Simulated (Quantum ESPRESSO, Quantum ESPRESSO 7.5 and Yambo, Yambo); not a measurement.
# BAs (F-43m): G0W0 with Yambo, start to end

Wanted: ground state, empty states, screening and self-energy for BAs (F-43m).

Calculated with Quantum ESPRESSO 7.5 and Yambo 5.3.0; PBE and many-body steps on it, plane waves.

**Experimental background.**

- Gap 1.82 eV: indirect optical gap from absorption edge; UV-visible absorption; 300 K; bulk crystal (single crystal grown by chemical vapor transport) (“Basic Physical Properties of Cubic Boron Arsenide”, 2019, arxiv:1911.11281).

- Gap 4.12 eV: direct gap from square of absorption coefficient, average of two samples; spectroscopic ellipsometry; 300 K; bulk crystal (CVT-grown opaque bulk crystals) (“Optical properties of cubic boron arsenide”, 2019, arxiv:1911.04914).

- Gap 2.02 eV: indirect gap from square root of absorption coefficient, average of three samples; transmission and reflection spectroscopy; 300 K; bulk crystal (CVT-grown platelets about 10 um thick) (“Optical properties of cubic boron arsenide”, 2019, arxiv:1911.04914).

### 1. Starting point

It takes space group F-43m (No. 216, cubic). The conventional cell has a = 4.777 Å, b = 4.777 Å, c = 4.777 Å, α = 90.00°, β = 90.00°, γ = 90.00°. Nearest to B lie 4 As at 2.07 Å. As has 4 B at 2.07 Å nearest. Farther neighbours are not listed.

Structure file:

```cif
data_structure
_symmetry_space_group_name_H-M 'P 1'
_symmetry_Int_Tables_number 1
_cell_length_a 3.3778
_cell_length_b 3.3778
_cell_length_c 3.3778
_cell_angle_alpha 60.000
_cell_angle_beta 60.000
_cell_angle_gamma 60.000
_cell_volume 27.25
loop_
_atom_site_label
_atom_site_type_symbol
_atom_site_fract_x
_atom_site_fract_y
_atom_site_fract_z
_atom_site_occupancy
B1 B 0.00000 0.00000 0.00000 1
As2 As 0.25000 0.25000 0.25000 1
```

The cell and positions come from the Crystallography Open Database and are kept as given unless a step says otherwise.

### 2. Ground state

This step: Quantum ESPRESSO 7.5; DFT, PBE, plane waves, norm-conserving pseudopotentials.

The ground-state density comes first.

pw.in reads:

```
&control
  calculation = 'scf'
  prefix = 'x'
  outdir = 'o'
  pseudo_dir = 'pseudo'
/
&system
  ibrav = 0
  nat = 2
  ntyp = 2
  ecutwfc = 100.0
  nbnd = 18
  force_symmorphic = .true.
/
&electrons
  conv_thr = 1e-10
  electron_maxstep = 80
  mixing_beta = 0.5
/
ATOMIC_SPECIES
  B 10.81 B.upf
  As 74.922 As.upf
CELL_PARAMETERS angstrom
  -0.0000000000 2.3885000000 2.3885000000
  2.3885000000 -0.0000000000 2.3885000000
  2.3885000000 2.3885000000 -0.0000000000
ATOMIC_POSITIONS crystal
  B 0.0000000000 0.0000000000 0.0000000000
  As 0.2500000000 0.2500000000 0.2500000000
K_POINTS automatic
  8 8 8 0 0 0
```

Launch:

```bash
$ OMP_NUM_THREADS=1 mpirun -n 4 pw.x -nk 4 -in pw.in > pw.out
```

Output:

```text
Program PWSCF v.7.5 starts

     This program is part of the open-source Quantum ESPRESSO suite
     for quantum simulation of materials; please cite
         "P. Giannozzi et al., J. Phys.:Condens. Matter 21 395502 (2009);
         "P. Giannozzi et al., J. Phys.:Condens. Matter 29 465901 (2017);
         "P. Giannozzi et al., J. Chem. Phys. 152 154105 (2020);
     in publications or presentations arising from this work. More details at
     Message from routine setup:
     using ibrav=0 with symmetry is DISCOURAGED, use correct ibrav instead

     G-vector sticks info

     bravais-lattice index     =            0
     lattice parameter (alat)  =       6.3832  a.u.
     unit-cell volume          =     183.9087 (a.u.)^3
     number of atoms/cell      =            2
     number of atomic types    =            2
     number of electrons       =        26.00
     number of Kohn-Sham states=           18
     kinetic-energy cutoff     =     100.0000  Ry
     charge density cutoff     =     400.0000  Ry
     scf convergence threshold =      1.0E-10
     mixing beta               =       0.5000
     number of iterations used =            8  plain     mixing
     Exchange-correlation= PBE
                           (   1   4   3   4   0   0   0)

     celldm(1)=   6.383210  celldm(2)=   0.000000  celldm(3)=   0.000000
     celldm(4)=   0.000000  celldm(5)=   0.000000  celldm(6)=   0.000000

     crystal axes: (cart. coord. in units of alat)
               a(1) = (  -0.000000   0.707107   0.707107 )
               a(2) = (   0.707107  -0.000000   0.707107 )
               a(3) = (   0.707107   0.707107  -0.000000 )

     reciprocal axes: (cart. coord. in units 2 pi/alat)
               b(1) = ( -0.707107  0.707107  0.707107 )
               b(2) = (  0.707107 -0.707107  0.707107 )
               b(3) = (  0.707107  0.707107 -0.707107 )
     Pseudo is Norm-conserving + core correction, Zval =  3.0
     Generated using ONCVPSP code by D. R. Hamann
     Using radial grid of 1534 points,  4 beta functions with:
     Pseudo is Norm-conserving + core correction, Zval = 23.0
     Generated using ONCVPSP code by D. R. Hamann
     Using radial grid of 1358 points,  6 beta functions with:
     B                 3.00    10.81000     B ( 1.00)
     As               23.00    74.92200     As( 1.00)

     24 Sym. Ops. (no inversion) found

   Cartesian axes

     site n.     atom                  positions (alat units)
         1        B      tau(   1) = (   0.0000000   0.0000000   0.0000000  )
         2        As     tau(   2) = (   0.3535534   0.3535534   0.3535534  )

     number of k points=    29
                       cart. coord. in units 2pi/alat
        k(    1) = (   0.0000000   0.0000000   0.0000000), wk =   0.0039062
        k(    2) = (   0.0883883   0.0883883  -0.0883883), wk =   0.0312500
        k(    3) = (   0.1767767   0.1767767  -0.1767767), wk =   0.0312500
        k(    4) = (   0.2651650   0.2651650  -0.2651650), wk =   0.0312500
        k(    5) = (  -0.3535534  -0.3535534   0.3535534), wk =   0.0156250
        k(    6) = (   0.1767767   0.0000000   0.0000000), wk =   0.0234375
        k(    7) = (   0.2651650   0.0883883  -0.0883883), wk =   0.0937500
        k(    8) = (   0.3535534   0.1767767  -0.1767767), wk =   0.0937500
        k(    9) = (  -0.2651650  -0.4419417   0.4419417), wk =   0.0937500
        k(   10) = (  -0.1767767  -0.3535534   0.3535534), wk =   0.0937500
     [... 17 further rows ...]
        k(   28) = (  -0.7071068   0.1767767  -0.0000000), wk =   0.0468750
        k(   29) = (  -0.7071068   0.3535534   0.0000000), wk =   0.0234375

     Dense  grid:    24933 G-vectors     FFT dimensions: (  45,  45,  45)

     Initial potential from superposition of free atoms

     starting charge      25.9995, renormalised to      26.0000
     Starting wfcs are   17 randomized atomic wfcs +    1 random wfcs

     per-process dynamical memory:    28.0 Mb

     Self-consistent Calculation

     iteration #  1     ecut=   100.00 Ry     beta= 0.50

     Threshold (ethr) on eigenvalues was too large:
     Diagonalizing with lowered threshold

     total energy              =    -616.36632469 Ry
     estimated scf accuracy    <       0.15484101 Ry

     iteration #  2     ecut=   100.00 Ry     beta= 0.50

     total energy              =    -616.39434790 Ry
     estimated scf accuracy    <       0.01138268 Ry

     iteration #  3     ecut=   100.00 Ry     beta= 0.50

     total energy              =    -616.39524841 Ry
     estimated scf accuracy    <       0.00166439 Ry

     iteration #  4     ecut=   100.00 Ry     beta= 0.50

     total energy              =    -616.39531919 Ry
     estimated scf accuracy    <       0.00003906 Ry

     iteration #  5     ecut=   100.00 Ry     beta= 0.50

     total energy              =    -616.39532577 Ry
     estimated scf accuracy    <       0.00000277 Ry

     iteration #  6     ecut=   100.00 Ry     beta= 0.50

     total energy              =    -616.39532626 Ry
     estimated scf accuracy    <       0.00000018 Ry

     iteration #  7     ecut=   100.00 Ry     beta= 0.50

     total energy              =    -616.39532630 Ry
     estimated scf accuracy    <       0.00000002 Ry

     iteration #  8     ecut=   100.00 Ry     beta= 0.50

     total energy              =    -616.39532631 Ry
     estimated scf accuracy    <          2.4E-09 Ry

     iteration #  9     ecut=   100.00 Ry     beta= 0.50

     total energy              =    -616.39532631 Ry
     estimated scf accuracy    <          5.6E-10 Ry

     iteration # 10     ecut=   100.00 Ry     beta= 0.50

     End of self-consistent calculation

          k = 0.0000 0.0000 0.0000 (  3119 PWs)   bands (ev):

  -173.2771-116.6590-116.6590-116.6590 -23.6917 -23.6917 -23.6917 -23.6721
   -23.6721  -3.2329  12.1652  12.1652  12.1652  15.4540  15.4540  15.4540
    16.8509  21.7655

          k = 0.0884 0.0884-0.0884 (  3092 PWs)   bands (ev):

  -173.2771-116.6590-116.6590-116.6590 -23.6913 -23.6906 -23.6906 -23.6720
   -23.6720  -2.9769  10.2039  11.7279  11.7279  15.5689  16.0312  16.0312
    18.1294  22.7110

          k = 0.1768 0.1768-0.1768 (  3104 PWs)   bands (ev):

  -173.2771-116.6590-116.6590-116.6590 -23.6901 -23.6883 -23.6883 -23.6713
   -23.6713  -2.2319   7.2340  11.0180  11.0180  15.2404  16.8332  16.8332
    20.0766  23.4880

          k = 0.2652 0.2652-0.2652 (  3097 PWs)   bands (ev):

     [... further k-points ...]

     highest occupied, lowest unoccupied level (ev):    12.1652   13.3722

!    total energy              =    -616.39532631 Ry
     estimated scf accuracy    <          1.7E-11 Ry

     The total energy is the sum of the following terms:
     one-electron contribution =    -522.16253670 Ry
     hartree contribution      =     249.08349149 Ry
     xc contribution           =     -57.81061323 Ry
     ewald contribution        =    -285.50566787 Ry

     convergence has been achieved in  10 iterations

     XML data file, charge density, pseudopotentials, collected wavefunctions

=------------------------------------------------------------------------------=
   JOB DONE.
=------------------------------------------------------------------------------=
```

It took 8.4 s on 4 MPI ranks of Arm Neoverse V2, shared host; peak memory 0.26 GiB; 33 s of CPU time.

Numbers from this step:

| Quantity | Value |
| --- | --- |
| total energy | -8386.4857 eV |
| gap | 1.207 eV |
| k of the valence top | 0, 0, 0 |
| k of the conduction bottom | 0, 0.375, 0.375 |
| least direct gap | 3.289 eV |

The gap is indirect, with the least direct gap 2.08 eV higher.

### 3. Bands along the symmetry lines

Levels along a band path, at the cheap level, show where the edges lie and whether the meshes to come will hold them.

pw.in reads:

```
&control
  calculation = 'bands'
  prefix = 'x'
  outdir = 'o'
  pseudo_dir = 'pseudo'
/
&system
  ibrav = 0
  nat = 2
  ntyp = 2
  ecutwfc = 100.0
  nbnd = 19
  force_symmorphic = .true.
/
&electrons
  conv_thr = 1e-9
  electron_maxstep = 80
  diago_full_acc = .true.
  diago_thr_init = 5e-6
/
ATOMIC_SPECIES
  B 10.81 B.upf
  As 74.922 As.upf
CELL_PARAMETERS angstrom
  -0.0000000000 2.3885000000 2.3885000000
  2.3885000000 -0.0000000000 2.3885000000
  2.3885000000 2.3885000000 -0.0000000000
ATOMIC_POSITIONS crystal
  B 0.0000000000 0.0000000000 0.0000000000
  As 0.2500000000 0.2500000000 0.2500000000
K_POINTS crystal
  50
  0.00000000 0.00000000 0.00000000 1
  -0.06250000 -0.06250000 0.00000000 1
  -0.12500000 -0.12500000 0.00000000 1
  -0.18750000 -0.18750000 0.00000000 1
  -0.25000000 -0.25000000 0.00000000 1
  -0.31250000 -0.31250000 0.00000000 1
  -0.37500000 -0.37500000 0.00000000 1
  -0.43750000 -0.43750000 0.00000000 1
  -0.50000000 -0.50000000 0.00000000 1
  -0.48437500 -0.48437500 0.03125000 1
  -0.46875000 -0.46875000 0.06250000 1
  -0.45312500 -0.45312500 0.09375000 1
  -0.43750000 -0.43750000 0.12500000 1
  -0.42187500 -0.42187500 0.15625000 1
  -0.40625000 -0.40625000 0.18750000 1
  -0.39062500 -0.39062500 0.21875000 1
  -0.37500000 -0.37500000 0.25000000 1
  -0.37500000 0.00000000 0.37500000 1
  -0.32812500 0.00000000 0.32812500 1
  -0.28125000 0.00000000 0.28125000 1
  -0.23437500 0.00000000 0.23437500 1
  -0.18750000 0.00000000 0.18750000 1
  -0.14062500 0.00000000 0.14062500 1
  -0.09375000 0.00000000 0.09375000 1
  -0.04687500 0.00000000 0.04687500 1
  0.00000000 0.00000000 0.00000000 1
  0.00000000 0.00000000 0.06250000 1
  0.00000000 0.00000000 0.12500000 1
  0.00000000 0.00000000 0.18750000 1
  0.00000000 0.00000000 0.25000000 1
  0.00000000 0.00000000 0.31250000 1
  0.00000000 0.00000000 0.37500000 1
  0.00000000 0.00000000 0.43750000 1
  -0.00000000 -0.00000000 0.50000000 1
  -0.06250000 -0.03125000 0.46875000 1
  -0.12500000 -0.06250000 0.43750000 1
  -0.18750000 -0.09375000 0.40625000 1
  -0.25000000 -0.12500000 0.37500000 1
  -0.31250000 -0.15625000 0.34375000 1
  -0.37500000 -0.18750000 0.31250000 1
  -0.43750000 -0.21875000 0.28125000 1
  -0.50000000 -0.25000000 0.25000000 1
  -0.50000000 -0.28125000 0.21875000 1
  -0.50000000 -0.31250000 0.18750000 1
  -0.50000000 -0.34375000 0.15625000 1
  -0.50000000 -0.37500000 0.12500000 1
  -0.50000000 -0.40625000 0.09375000 1
  -0.50000000 -0.43750000 0.06250000 1
  -0.50000000 -0.46875000 0.03125000 1
  -0.50000000 -0.50000000 0.00000000 1
```

Output:

```text
[banner, memory and clock lines left out]
Program PWSCF v.7.5 starts

     Atomic positions and unit cell read from directory:
     o/x.save/

     Message from routine setup:
     using ibrav=0 with symmetry is DISCOURAGED, use correct ibrav instead

     G-vector sticks info

     bravais-lattice index     =            0
     lattice parameter (alat)  =       6.3832  a.u.
     unit-cell volume          =     183.9087 (a.u.)^3
     number of atoms/cell      =            2
     number of atomic types    =            2
     number of electrons       =        26.00
     number of Kohn-Sham states=           19
     kinetic-energy cutoff     =     100.0000  Ry
     charge density cutoff     =     400.0000  Ry
     Exchange-correlation= PBE
                           (   1   4   3   4   0   0   0)

     celldm(1)=   6.383210  celldm(2)=   0.000000  celldm(3)=   0.000000
     celldm(4)=   0.000000  celldm(5)=   0.000000  celldm(6)=   0.000000

     crystal axes: (cart. coord. in units of alat)
               a(1) = (  -0.000000   0.707107   0.707107 )
               a(2) = (   0.707107  -0.000000   0.707107 )
               a(3) = (   0.707107   0.707107  -0.000000 )

     reciprocal axes: (cart. coord. in units 2 pi/alat)
               b(1) = ( -0.707107  0.707107  0.707107 )
               b(2) = (  0.707107 -0.707107  0.707107 )
               b(3) = (  0.707107  0.707107 -0.707107 )
     Pseudo is Norm-conserving + core correction, Zval =  3.0
     Generated using ONCVPSP code by D. R. Hamann
     Using radial grid of 1534 points,  4 beta functions with:
     Pseudo is Norm-conserving + core correction, Zval = 23.0
     Generated using ONCVPSP code by D. R. Hamann
     Using radial grid of 1358 points,  6 beta functions with:
     B                 3.00    10.81000     B ( 1.00)
     As               23.00    74.92200     As( 1.00)

     24 Sym. Ops. (no inversion) found

   Cartesian axes

     site n.     atom                  positions (alat units)
         1        B      tau(   1) = (   0.0000000   0.0000000   0.0000000  )
         2        As     tau(   2) = (   0.3535534   0.3535534   0.3535534  )

     number of k points=    50
                       cart. coord. in units 2pi/alat
        k(    1) = (   0.0000000   0.0000000   0.0000000), wk =   0.0400000
        k(    2) = (   0.0000000   0.0000000  -0.0883883), wk =   0.0400000
        k(    3) = (   0.0000000   0.0000000  -0.1767767), wk =   0.0400000
[...]
[... 38 further rows ...]
        k(   49) = (   0.0441942  -0.0000000  -0.7071068), wk =   0.0400000
        k(   50) = (   0.0000000   0.0000000  -0.7071068), wk =   0.0400000

     Dense  grid:    24933 G-vectors     FFT dimensions: (  45,  45,  45)

     The potential is recalculated from file :
     o/x.save/charge-density

     Starting wfcs are   17 randomized atomic wfcs +    2 random wfcs

     Band Structure Calculation

     End of band structure calculation

          k = 0.0000 0.0000 0.0000 (  3119 PWs)   bands (ev):

  -173.2770-116.6589-116.6589-116.6589 -23.6917 -23.6917 -23.6917 -23.6720
   -23.6720  -3.2329  12.1652  12.1652  12.1652  15.4540  15.4540  15.4540
    16.8509  21.7656  25.3322

          k = 0.0000 0.0000-0.0884 (  3115 PWs)   bands (ev):

  -173.2770-116.6589-116.6589-116.6589 -23.6919 -23.6911 -23.6911 -23.6722
   -23.6718  -3.1471  11.7377  11.7838  11.7838  15.2182  15.9295  15.9295
    17.2349  22.1194  23.9086

          k = 0.0000 0.0000-0.1768 (  3107 PWs)   bands (ev):

  -173.2770-116.6589-116.6589-116.6589 -23.6925 -23.6894 -23.6894 -23.6728
   -23.6711  -2.8912  10.7175  11.0060  11.0060  14.7555  16.9850  16.9850
    17.8021  22.3845  23.0796

          k =-0.0000 0.0000-0.2652 (  3122 PWs)   bands (ev):

[...]
k = 0.0000 0.0000-0.3536 (  3122 PWs)   bands (ev):

[...]
k = 0.0000-0.0000-0.4419 (  3090 PWs)   bands (ev):

[...]
k =-0.0000 0.0000-0.5303 (  3090 PWs)   bands (ev):

[...]
k = 0.0000-0.0000-0.6187 (  3102 PWs)   bands (ev):

[...]
k = 0.5303-0.0000-0.5303 (  3108 PWs)   bands (ev):

[...]
k = 0.0000 0.0000 0.0000 (  3119 PWs)   bands (ev):

[...]
k = 0.1326 0.0000-0.7071 (  3126 PWs)   bands (ev):

[...]
k = 0.0884-0.0000-0.7071 (  3106 PWs)   bands (ev):

[...]
k = 0.0442-0.0000-0.7071 (  3104 PWs)   bands (ev):

  -173.2770-116.6590-116.6589-116.6589 -23.6966 -23.6779 -23.6760 -23.6758
   -23.6661   0.9521   3.6654   8.0299   8.0376  13.7217  13.7363  23.4411
    23.4928  24.9847  29.1559

          k = 0.0000 0.0000-0.7071 (  3138 PWs)   bands (ev):

  -173.2770-116.6590-116.6590-116.6590 -23.6968 -23.6780 -23.6759 -23.6759
   -23.6660   0.9463   3.6514   8.0912   8.0912  13.6158  13.6240  23.5578
    23.5578  25.0446  29.4487

     XML data file, pseudopotentials, collected wavefunctions
```

The job ended after 3.4 s (4 MPI ranks; peak memory 0.22 GiB).

This step gave:

* gap: 1.207 eV
* k of the valence top: 0, 0, 0
* k of the conduction bottom: -0.375, -0.375, 0
* least direct gap: 3.289 eV

The gap is 1.207 eV, as in the run before at this level.

Electronic bands along the path, in eV, zero at the top of the highest filled band:

| point | band 10 | band 11 | band 12 | band 13 | band 14 | band 15 | band 16 | band 17 |
| --- | --- | --- | --- | --- | --- | --- | --- | --- |
| Γ | -15.40 | 0.00 | 0.00 | 0.00 | 3.29 | 3.29 | 3.29 | 4.69 |
| halfway | -14.05 | -4.09 | -2.70 | -2.70 | 1.67 | 4.55 | 7.41 | 7.41 |
| X | -11.22 | -8.51 | -4.07 | -4.07 | 1.45 | 1.46 | 11.39 | 11.39 |
| halfway | -11.19 | -8.41 | -4.90 | -3.92 | 1.61 | 2.81 | 10.72 | 10.82 |
| U | -11.26 | -8.13 | -5.94 | -3.48 | 2.06 | 5.56 | 9.24 | 9.78 |
| jump to K | -11.26 | -8.13 | -5.94 | -3.48 | 2.06 | 5.56 | 9.24 | 9.78 |
| halfway | -13.91 | -5.13 | -3.78 | -1.13 | 3.99 | 4.92 | 5.80 | 7.01 |
| Γ | -15.40 | 0.00 | 0.00 | 0.00 | 3.29 | 3.29 | 3.29 | 4.69 |
| halfway | -14.40 | -4.93 | -1.15 | -1.15 | 3.08 | 4.67 | 4.67 | 7.91 |
| L | -12.53 | -8.77 | -1.82 | -1.82 | 2.70 | 4.80 | 4.80 | 8.90 |
| halfway | -11.96 | -8.28 | -4.55 | -3.07 | 3.98 | 4.79 | 7.48 | 9.06 |
| W | -11.06 | -8.05 | -5.48 | -5.19 | 5.27 | 5.95 | 6.83 | 7.06 |
| halfway | -11.14 | -8.31 | -4.81 | -4.69 | 2.90 | 3.02 | 9.72 | 10.01 |
| X | -11.22 | -8.51 | -4.07 | -4.07 | 1.45 | 1.46 | 11.39 | 11.39 |

The electronic bands as a text plot (rows in eV, shown from -8.0 to 7.2 only):

```
    6.9 |                   +++++++        +            +++
    6.3 |    +                     ++    ++          +   ++
    5.6 |  +++            +   +++                   +   +  +
    5.0 |++++            +      +++  ++++    +++++++  ++ +++
    4.4 |     ++                 ++++      ++       ++ ++   +
    3.7 | +     ++      +     ++++++++  +++          ++
    3.1 |++            +    ++       +++ +++++++  +++        +
    2.5 |  ++     +        +                    ++            +
    1.8 |    +++   ++ +++++                                    ++
    1.2 |       +++++++
    0.6 |
   -0.1 |**                        ******
   -0.7 | *                      **  *  ****
   -1.3 |  **                   *  **       ****
   -2.0 |    *                **   **    **     *****
   -2.6 |    ***            **   **                 **
   -3.2 |       **        **               *          *
   -3.9 |     **  ********      ***                  * *        *
   -4.5 |             *       **                      * **   ***
   -5.1 |              **       *           *          *  ***
   -5.8 |       **       *****                          ***
   -6.4 |                     **             **
   -7.0 |         *         **
   -7.7 |          **      *                   *        *
         Γ           X  U|K            Γ         L        W     X
```

(Part 1 of 3 ends here.)

[Paths, hosts, dates, memory and timing lines, banners, echoed tables and standing remarks are left out of the program output.]

[Logs are printed without paths, hosts, clocks, repeated set-up lines and the standing remarks that a program may print on its own settings, such as how far it seeks lower states.]

[Runs of the session that timed out or met a known fault of the program may be left out.]

[Hosts, paths, dates, database ids (printed as entryN), source tags and the programs' standing remarks are cut or masked in the printed files.]
